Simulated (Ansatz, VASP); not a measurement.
**Two plane-wave programs on CdS**

Contents of INCAR:

```
PREC = Accurate ; ENCUT = 520
EDIFF = 1E-7 ; ISMEAR = 0
SIGMA = 0.05 ; LREAL = False
LASPH = True ; NELM = 100
ALGO = Normal ; ISIF = 2
LWAVE = False ; LCHARG = True
GGA = PS ; LELF = True
LVHAR = True ; NBANDS = 16
```

KPOINTS

```
Automatic mesh
0
Gamma
  8 8 8
```

Contents of POSCAR:

```
CdS
1.0
    0.0000000000      2.9099991734      2.9099991734
    2.9099991734      0.0000000000      2.9099991734
    2.9099991734      2.9099991734      0.0000000000
Cd S
1 1
Direct
    0.0000000000      0.0000000000      0.0000000000
    0.7500000000      0.7500000000      0.7500000000
```

Input for Ansatz:

```yaml
crystal:
  lattice:
    - [0.0, 2.9099991734, 2.9099991734]
    - [2.9099991734, 0.0, 2.9099991734]
    - [2.9099991734, 2.9099991734, 0.0]
  atoms:
    - { symbol: Cd, position: [0.0, 0.0, 0.0] }
    - { symbol: S, position: [0.75, 0.75, 0.75] }
basis:
  ecutwfc: 420
  ecutrho_ratio: 4
kpoints:
  mp_grid: { grid: [8, 8, 8] }
hamiltonian:
  xc: pbesol
scf:
  occupations: { method: gaussian, width: 0.05 }
output:
  forces: true
  stress: true
  eigenvalues: true
```

Alike in both runs: task single point; functional PBEsol; k mesh 8 × 8 × 8; occupations gaussian, width 0.05 eV; no spin polarisation.

|  | VASP | Ansatz |
| --- | --- | --- |
| version | VASP 6.6.1 | Ansatz 0.2.0 |
| potentials or method | VASP PAW PBE potentials, release 64 (Cd, S) | scalar-relativistic, plane waves, PAW |
| plane-wave cutoff (eV) | 520 | 420 |
| valence electrons in the cell | 18 | 26 |

```csv
,VASP,Ansatz,Ansatz less VASP
gap on the k mesh at the Fermi level (eV),1.02,1.02,-0.006
least direct gap on the mesh (eV),1.02,1.02,-0.006
pressure (GPa),0.5,0.1,-0.40
```

The functional is the same, so the differences come from potentials, cutoffs and numerics. The two sets of potentials don't hold the same shells in valence.

Caveats: the PAW data sets were made with another functional, which shifts forces and pressure a little (VASP). As with any semilocal functional, this PBEsol gap is likely too small.
